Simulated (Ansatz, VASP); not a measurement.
**Two plane-wave programs on Pt**

```
CELL_PARAMETERS angstrom
0.00000 1.94688 1.94688
1.94688 0.00000 1.94688
1.94688 1.94688 0.00000
ATOMIC_POSITIONS crystal
Pt 0.00000 0.00000 0.00000
```

Alike in both runs: functional LDA; k mesh 18 × 18 × 18; occupations gaussian, width 0.1 eV; no spin polarisation.

Ansatz relaxed the structure, and its values are those at the end. VASP's run is a single point on that final structure, the one shown.

|  | VASP | Ansatz |
| --- | --- | --- |
| version | VASP 6.6.1 | Ansatz 0.2.0 |
| potentials or method | VASP PAW LDA potentials, release 64 (Pt) | scalar-relativistic, plane waves, PAW |
| plane-wave cutoff (eV) | 520 | 420 |
| valence electrons in the cell | 10 | 18 |

|  | VASP | Ansatz | Ansatz less VASP |
| --- | --- | --- | --- |
| gap on the k mesh at the Fermi level (eV) | none | none | - |
| pressure (GPa) | 0.8 | 0.0 | -0.76 |

A gap of «none» marks a metal or a gap that the smearing closes. The two sets of potentials don't hold the same shells in valence.

The runs have no spin-orbit coupling, so splittings on Pt are missing.
